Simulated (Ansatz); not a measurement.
NaF (Villiaumite):

```xyz
2
Lattice="0.0000 2.3200 2.3200 2.3200 0.0000 2.3200 2.3200 2.3200 0.0000" Properties=species:S:1:pos:R:3 pbc="T T T"
Na    0.0000    0.0000    0.0000
F     2.3200    2.3200    2.3200
```

Base run:

```yaml
Program: Ansatz 0.2.0
Functional: PBEsol
Potentials_or_basis: all-electron LAPW, scalar-relativistic
Cutoff: 262 eV
Density_cutoff: 1049 eV
Basis_error_allowed: 0.001 eV/atom
k_mesh: 10 × 10 × 10
Occupations: fermi-dirac, width 0.05 eV
Spin: no spin polarisation
```

Its results: band gap on the k mesh 6.15 eV, direct; pressure -0.3 GPa.

The run is repeated on the same cell with these changes: functional from PBEsol to LDA. What comes out?

Band gap on the k mesh 5.94 eV, direct; pressure -4.4 GPa.

LDA binds more tightly than PBEsol, so the same cell stands under less pressure.

Not every run made on this cell is shown here.
